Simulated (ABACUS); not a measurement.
Runs of ABACUS 3.10.1 on Br. It takes space group Cmce (No. 64, orthorhombic). The conventional cell has a = 6.726 Å, b = 4.645 Å, c = 8.702 Å, α = 90.00°, β = 90.00°, γ = 90.00°. Br (site symmetry m) has 1 Br at 2.29 Å as nearest neighbours. 

```csv
task,level,potentials or basis,k mesh,cutoff (eV),symmetry key,threshold of the eigensolver,path,points for each segment of the path,gap on the mesh (eV),pressure (GPa),largest force (eV/Å)
single point,LDA,"PseudoDojo NC SR 0.4.1 LDA stringent, plane waves",5 × 5 × 2,1034,1,-,-,-,1.71,-1.2,(a)
single point,PBEsol,"PseudoDojo NC SR 0.4.1 PBEsol standard, plane waves",7 × 7 × 3,639,1,-,-,-,1.81,0.1,0.74
single point,PBEsol,"Ansatz NC PBE, plane waves",6 × 6 × 2,639,1,-,-,-,1.79,0.1,(c)
single point,r2SCAN,"SG15 ONCV 1.2 PBE, plane waves",4 × 4 × 2,939,1,-,-,-,2.13,(b),0.81
```

Alike in all rows: no spin polarisation; cell as given; smearing fermi-dirac 0.05 eV.

Q: Fill in the values left out.

A: (a) 0.75; (b) 1.1; (c) 0.73.

Caveats: an odd mesh through Γ misses points on the zone boundary, where band edges often lie (some runs); the potentials were made for another functional, which shifts forces and pressure (some runs).

A k mesh can miss the band edges, and the runs leave out spin-orbit coupling on Br.

Not every run made on this cell is shown here.
